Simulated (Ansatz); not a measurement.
Theory: DFT PBE, scalar-relativistic, plane waves, PAW in Ansatz. Several structures of BaTe from a search were relaxed, and the powder pattern of one of them was computed from 10° to 70° in 2θ (λ = 1.5406 Å).

Cu Kα1 powder pattern (kinematic, no thermal factors).
```tsv
2θ (°)	relative intensity
21.32	38
29.48	100
37.38	35
40.90	9
43.43	6
46.57	9
48.30	25
56.59	21
58.61	5
61.17	4
62.62	23
67.42	6
67.52	9
```

Question: Which structure gives it?
A.

```
Ba Te
1.0
     0.00000    3.53334    3.53334
     3.53334    0.00000    3.53334
     3.53334    3.53334    0.00000
Ba Te
1 1
Direct
  0.50000 0.50000 0.50000
  0.00000 0.00000 0.00000
```

B.

```
Ba Te
1.0
     4.80828    0.00000    0.00000
    -2.40414    4.16409    0.00000
     0.00000    0.00000    4.40975
Ba Te
1 1
Direct
  0.00000 0.00000 0.00000
  0.33333 0.66667 0.50000
```

C.

```
Ba Te
1.0
     2.27825   -6.67718    0.00000
     2.27825    6.67718    0.00000
     0.00000    0.00000    5.41837
Ba Te
2 2
Cartesian
  2.2782 -5.0681 1.3546
  2.2782 5.0681 4.0638
  2.2782 -1.5968 1.3546
  2.2782 1.5968 4.0638
```

Answer: B. Its strongest line, at 2θ = 29.48°, has d = λ/(2 sin θ) = 3.028 Å and is the (1 0 1) reflection of the conventional P-6m2 cell with a = 4.808 Å, c = 4.410 Å. The others have their strongest lines at 25.2° (Fm-3m); 26.4° (Cmcm). In energy it lies 118 meV/atom above the lowest of those shown.

These are computed cells and needn't be stable.
